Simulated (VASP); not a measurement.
# Cu (Fm-3m) in VASP: notebook

One crystal, Cu, is run at these levels: LDA, PBEsol, PBE; tasks: elastic constants.

Everything below comes from runs of VASP 6.6.1. Logs are shortened: lines on timing, memory, paths and dates and some standing lists are left out, and cuts for length are marked.

## (1) Starting point

It takes space group Fm-3m (No. 225, cubic). Conventional cell: a = 3.620 Å, b = 3.620 Å, c = 3.620 Å, α = 90.00°, β = 90.00°, γ = 90.00°. Around Cu (site symmetry m-3m) lie 12 Cu at 2.56 Å.

The cell was built by a generator and needn't be a form met in nature.

## (2) Elastic constants, LDA

POSCAR reads:

```
Cu
1.0
    0.0000000000      1.8100000000      1.8100000000
    1.8100000000      0.0000000000      1.8100000000
    1.8100000000      1.8100000000      0.0000000000
Cu
1
Direct
    0.0000000000      0.0000000000      0.0000000000
```

INCAR.step1 reads:

```
PREC = Accurate
ENCUT = 600
EDIFF = 1E-8
ISMEAR = 1
SIGMA = 0.15
LREAL = False
LASPH = True
NELM = 60
ALGO = Normal
ISIF = 3
LWAVE = False
LCHARG = False
IBRION = 2
NSW = 40
EDIFFG = -0.002
KPAR = 2
```

INCAR.step2 reads:

```
PREC = Accurate
ENCUT = 600
EDIFF = 1E-8
ISMEAR = 1
SIGMA = 0.15
LREAL = False
LASPH = True
NELM = 60
ALGO = Normal
ISIF = 3
LWAVE = False
LCHARG = False
IBRION = 6
NFREE = 2
POTIM = 0.015
NSW = 1
KPAR = 2
```

KPOINTS reads:

```
Automatic mesh
0
Gamma
  20 20 20
```

Potentials or basis: VASP PAW LDA potentials, release 64 (Cu).

Started as:

```
$ cat potpaw_LDA.64/Cu/POTCAR > POTCAR
$ cp INCAR.step1 INCAR
$ mpirun -np 2 vasp_std > vasp.out
$ cp CONTCAR POSCAR
$ cp INCAR.step2 INCAR
$ mpirun -np 2 vasp_std > vasp.out
```

OUTCAR:

```text
PREC = Accurate
   ENCUT = 600
   EDIFF = 1E-8
   ISMEAR = 1
   LREAL = False
   LASPH = True
   NELM = 60
   ISIF = 3
   IBRION = 6
   NFREE = 2
   POTIM = 0.015
   NSW = 1

 ion  position               nearest neighbor table
   1  0.000  0.000  0.000-

  LATTYP: Found a face centered cubic cell.
 ALAT       =     3.5236107113

  Lattice vectors:

 A1 = (   0.0000000000,   1.7618053557,   1.7618053557)
 A2 = (   1.7618053557,   0.0000000000,   1.7618053557)
 A3 = (   1.7618053557,   1.7618053557,   0.0000000000)

Analysis of symmetry for initial positions (statically):
=====================================================================
 Subroutine PRICEL returns:
 Original cell was already a primitive cell.

 Routine SETGRP: Setting up the symmetry group for a
 face centered cubic supercell.

 Subroutine GETGRP returns: Found 48 space group operations
 (whereof 48 operations were pure point group operations)
 out of a pool of 48 trial point group operations.

The static configuration has the point symmetry O_h .

Analysis of symmetry for dynamics (positions and initial velocities):
=====================================================================
 Subroutine PRICEL returns:
 Original cell was already a primitive cell.

 Routine SETGRP: Setting up the symmetry group for a
 face centered cubic supercell.

 Subroutine GETGRP returns: Found 48 space group operations
 (whereof 48 operations were pure point group operations)
 out of a pool of 48 trial point group operations.

The dynamic configuration has the point symmetry O_h .

 Subroutine INISYM returns: Found 48 space group operations
 (whereof 48 operations are pure point group operations),
 and found     1 'primitive' translations

----------------------------------------------------------------------------------------

                                     Primitive cell

  volume of cell :      10.9371

  direct lattice vectors                    reciprocal lattice vectors
[... 336 lines left out ...]
      5       5.9667      2.00000
      6       5.9667      2.00000
      7      31.6276      0.00000
      8      34.7116      0.00000
      9      34.7116      0.00000
[... 265 lines left out ...]
 k-point    24 :      -0.3500    0.0500    0.0000
  band No.  band energies     occupation
      1       2.3336      2.00000
      2       5.0566      2.00000
      3       5.1021      2.00000
      4       5.2426      2.00000
      5       6.3181      2.00000
      6       6.6328      2.00000
      7      16.0767      0.00000
      8      29.0035      0.00000
      9      31.3927      0.00000

 [... further k-points ...]

------------------------ aborting loop because EDIFF is reached ----------------------------------------

  FORCE on cell =-STRESS in cart. coord.  units (eV):
  Direction    XX          YY          ZZ          XY          YZ          ZX
  --------------------------------------------------------------------------------------
  -------------------------------------------------------------------------------------
  Total        0.0034947      0.0034947      0.0034947     -0.0000000      0.0000000      0.0000000
  in kB        0.5119372      0.5119372      0.5119372     -0.0000000      0.0000000      0.0000000
  external PRESSURE =       0.5119372 kB  Pullay stress =       0.0000000 kB
[... 16 lines left out ...]
  FREE ENERGIE OF THE ION-ELECTRON SYSTEM (eV)
  ---------------------------------------------------
  free  energy   TOTEN  =        -4.7085142207 eV

  energy  without entropy=       -4.7088099688  energy(sigma->0) =       -4.70861280

 INTERNAL STRAIN TENSORS FROM STRAINED CELLS
 ============================================

 INTERNAL STRAIN TENSOR FOR ION    1 for displacements in x,y,z  (eV/Angst):
          X           Y           Z          XY          YZ          ZX
  --------------------------------------------------------------------------------
  x     0.00000     0.00000     0.00000    -0.00000    -0.00000     0.00000
  y     0.00000    -0.00000     0.00000    -0.00000    -0.00000     0.00000
  z     0.00000    -0.00000     0.00000     0.00000     0.00000     0.00000

 INTERNAL STRAIN TENSORS FROM DISPLACED ATOMS
 ============================================

 INTERNAL STRAIN TENSOR FOR ION    1 for displacements in x,y,z  (eV/Angst):
          X           Y           Z          XY          YZ          ZX
  --------------------------------------------------------------------------------
  x     0.00000     0.00000     0.00000     0.00000     0.00000     0.00000
  y     0.00000     0.00000     0.00000     0.00000     0.00000     0.00000
  z     0.00000     0.00000     0.00000     0.00000     0.00000     0.00000

 Eigenvectors and eigenvalues of the dynamical matrix
 ----------------------------------------------------

   1 f/i=    0.000000 THz     0.000000 2PiTHz    0.000000 cm-1     0.000000 meV
             X         Y         Z           dx          dy          dz
      0.000000  0.000000  0.000000     0.707107    0.707107    0.000000

   2 f/i=    0.000000 THz     0.000000 2PiTHz    0.000000 cm-1     0.000000 meV
             X         Y         Z           dx          dy          dz
      0.000000  0.000000  0.000000     0.707107   -0.707107    0.000000

   3 f/i=    0.000000 THz     0.000000 2PiTHz    0.000000 cm-1     0.000000 meV
             X         Y         Z           dx          dy          dz
      0.000000  0.000000  0.000000     0.000000    0.000000    1.000000

--------------------------------------------------------------------------------------------------------

 ELASTIC MODULI CONTR FROM IONIC RELAXATION (kBar)
 Direction    XX          YY          ZZ          XY          YZ          ZX
 --------------------------------------------------------------------------------
 XX           0.0000      0.0000      0.0000      0.0000      0.0000      0.0000
 YY           0.0000      0.0000      0.0000      0.0000      0.0000      0.0000
 ZZ           0.0000      0.0000      0.0000      0.0000      0.0000      0.0000
 XY           0.0000      0.0000      0.0000      0.0000      0.0000      0.0000
 YZ           0.0000      0.0000      0.0000      0.0000      0.0000      0.0000
 ZX           0.0000      0.0000      0.0000      0.0000      0.0000      0.0000
 --------------------------------------------------------------------------------

 TOTAL ELASTIC MODULI (kBar)
 Direction    XX          YY          ZZ          XY          YZ          ZX
 --------------------------------------------------------------------------------
 XX        2314.7936   1605.5011   1605.5011      0.0000     -0.0000      0.0000
 YY        1605.5011   2314.7936   1605.5011      0.0000      0.0000      0.0000
 ZZ        1605.5011   1605.5011   2314.7936     -0.0000      0.0000      0.0000
 XY           0.0000      0.0000     -0.0000   1033.8120     -0.0000      0.0000
 YZ          -0.0000      0.0000      0.0000     -0.0000   1033.8120     -0.0000
 ZX           0.0000      0.0000      0.0000      0.0000     -0.0000   1033.8120
 --------------------------------------------------------------------------------
```

OUTCAR.step1:

```text
PREC = Accurate
   ENCUT = 600
   EDIFF = 1E-8
   ISMEAR = 1
   LREAL = False
   LASPH = True
   NELM = 60
[... 679 lines left out ...]
  -------------------------------------------------------------------------------------
  Total       -0.0010853     -0.0010853     -0.0010853      0.0000000      0.0000000     -0.0000000
  in kB       -0.1589779     -0.1589779     -0.1589779      0.0000000      0.0000000     -0.0000000
  external PRESSURE =      -0.1589779 kB  Pullay stress =       0.0000000 kB
[... 16 lines left out ...]
  FREE ENERGIE OF THE ION-ELECTRON SYSTEM (eV)
  ---------------------------------------------------
  free  energy   TOTEN  =        -4.7089265650 eV

  energy  without entropy=       -4.7092222287  energy(sigma->0) =       -4.70902512

 reached required accuracy - stopping structural energy minimisation
```

Run time: 11 min. Hardware: 2 MPI ranks of AMD EPYC 7R13 (Zen 3), shared host; peak memory 0.51 GiB.

What came out:

```yaml
Relaxed_volume: 10.94 Å³/atom
Relaxed_cell: a = 2.492 Å, b = 2.492 Å, c = 2.492 Å, α = 60.00°, β = 60.00°, γ = 60.00°
Space_group_after_relaxing_to_0.05_Å: Fm-3m (No. 225)
Elastic_constants_C11_C12_C44: 231, 161, 103 GPa
Voigt_bulk_modulus: 184 GPa
```

The path:
| step | energy change (eV) | largest force (eV/Å) | pressure (GPa) | volume (Å³) |
| --- | --- | --- | --- | --- |
| 1 | 0.0000 | 0.0000 | -12.16 | 11.86 |
| 2 | -0.0200 | 0.0000 | 10.97 | 10.38 |
| 3 | -0.0380 | 0.0000 | -0.06 | 10.94 |
| 4 | -0.0380 | 0.0000 | 0.24 | 10.92 |
| 5 | -0.0380 | 0.0000 | -0.17 | 10.95 |
| 6 | -0.0380 | 0.0000 | -0.02 | 10.94 |

Final structure:
```
Cu
1.0
     0.00000    1.76181    1.76181
     1.76181    0.00000    1.76181
     1.76181    1.76181    0.00000
Cu
1
Direct
  0.00000 0.00000 0.00000
```

Elastic tensor in Voigt notation (GPa, in the Cartesian axes of the cell as first typed):
```
231 161 161   0   0   0
161 231 161   0   0   0
161 161 231   0   0   0
  0   0   0 103   0   0
  0   0   0   0 103   0
  0   0   0   0   0 103
```

Clamped-ion elastic tensor (GPa):
```
231 161 161   0   0   0
161 231 161   0   0   0
161 161 231   0   0   0
  0   0   0 103   0   0
  0   0   0   0 103   0
  0   0   0   0   0 103
```

## (3) Elastic constants, PBEsol

POSCAR is that of step 2.

INCAR.step1 reads:

```
PREC = Accurate
ENCUT = 600
EDIFF = 1E-8
ISMEAR = 1
SIGMA = 0.15
LREAL = F
LASPH = T
NELM = 100
ALGO = Normal
ISIF = 3
LWAVE = F
LCHARG = F
GGA = PS
IBRION = 2
NSW = 40
EDIFFG = -0.002
KPAR = 2
```

INCAR.step2 reads:

```
PREC = Accurate
ENCUT = 600
EDIFF = 1E-8
ISMEAR = 1
SIGMA = 0.15
LREAL = F
LASPH = T
NELM = 100
ALGO = Normal
ISIF = 3
LWAVE = F
LCHARG = F
GGA = PS
IBRION = 6
NFREE = 2
POTIM = 0.015
NSW = 1
KPAR = 2
```

KPOINTS reads:

```
regular mesh
0
Gamma
  20 20 20
```

Potentials or basis: VASP PAW PBE potentials, release 64 (Cu).

Started as:

```
$ cat potpaw_PBE.64/Cu/POTCAR > POTCAR
$ cp INCAR.step1 INCAR
$ mpirun -np 2 vasp_std > vasp.out
$ cp CONTCAR POSCAR
$ cp INCAR.step2 INCAR
$ mpirun -np 2 vasp_std > vasp.out
```

Run time: 8.6 min. Hardware: 2 MPI ranks of Intel Xeon Platinum 8488C (Sapphire Rapids), shared host; peak memory 0.56 GiB.

The run converged. Its results:

```
Relaxed volume                         : 11.36 Å³/atom
Relaxed cell                           : a = 2.524 Å, b = 2.524 Å, c = 2.524 Å, α = 60.00°, β = 60.00°, γ = 60.00°
Space group after relaxing (to 0.05 Å) : Fm-3m (No. 225)
Elastic constants C11, C12, C44        : 208, 142, 97 GPa
Voigt bulk modulus                     : 164 GPa
```

The path:
| step | energy change (eV) | largest force (eV/Å) | pressure (GPa) | volume (Å³) |
| --- | --- | --- | --- | --- |
| 1 | 0.0000 | 0.0000 | -6.28 | 11.86 |
| 2 | -0.0064 | 0.0000 | 4.43 | 11.08 |
| 3 | -0.0102 | 0.0000 | 0.00 | 11.36 |

Final structure:
```
Cu
1.0
     0.00000    1.78442    1.78442
     1.78442    0.00000    1.78442
     1.78442    1.78442    0.00000
Cu
1
Direct
  0.00000 0.00000 0.00000
```

Elastic tensor in Voigt notation (GPa, in the Cartesian axes of the cell as first typed):
```
208 142 142   0   0   0
142 208 142   0   0   0
142 142 208   0   0   0
  0   0   0  97   0   0
  0   0   0   0  97   0
  0   0   0   0   0  97
```

Clamped-ion elastic tensor (GPa):
```
208 142 142   0   0   0
142 208 142   0   0   0
142 142 208   0   0   0
  0   0   0  97   0   0
  0   0   0   0  97   0
  0   0   0   0   0  97
```

Caveat: the PAW data sets were made with another functional, which shifts forces and pressure a little.

(Part 1 of 2 ends here.)
